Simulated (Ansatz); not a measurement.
Runs of Ansatz 0.2.0 on Au. Symmetry: Fm-3m, No. 225, cubic system. Conventional cell: a = 4.070 Å, b = 4.070 Å, c = 4.070 Å, α = 90.00°, β = 90.00°, γ = 90.00°. Au (site symmetry m-3m) has 12 Au at 2.88 Å as nearest neighbours. 

```csv
task,level,spin,points for each segment of the path,gap on the mesh (eV),pressure (GPa),V0 of scaled cells (Å³/atom),B0 (GPa)
band structure,HSE03,off,4,none,8.7,-,-
equation of state,HSE03,off,-,-,-,17.75,145
equation of state,HSE06,off,-,-,-,17.71,146
band structure,HSE06,off,4,none,(b),-,-
single point,HSE06,"SOC, no magnetisation",-,none,(a),-,-
```

Alike in all rows: potentials or basis Ansatz PAW; cell as given; k mesh 6 × 6 × 6; cutoff (eV) 420; smearing fermi-dirac 0.05 eV; the mesh is coarse, so values aren't converged.

Question: Fill in the values left out.

Answer: (a) 6.9; (b) 8.4.

Caveats: all runs use coarse meshes; the PAW data sets come from PBE, with cores solved anew for the run's functional, which leaves a small shift of forces and pressure (some runs); the thresholds are loose for stress (some runs); spin-orbit coupling is left out, which moves the levels of the heavy elements (some runs); the PAW data sets were made with another functional, which shifts forces and pressure a little (some runs).

A k mesh can miss the band edges, and rows without SOC leave out spin-orbit coupling on Au.

A gap of «none» marks a metal or a gap under the smearing width.
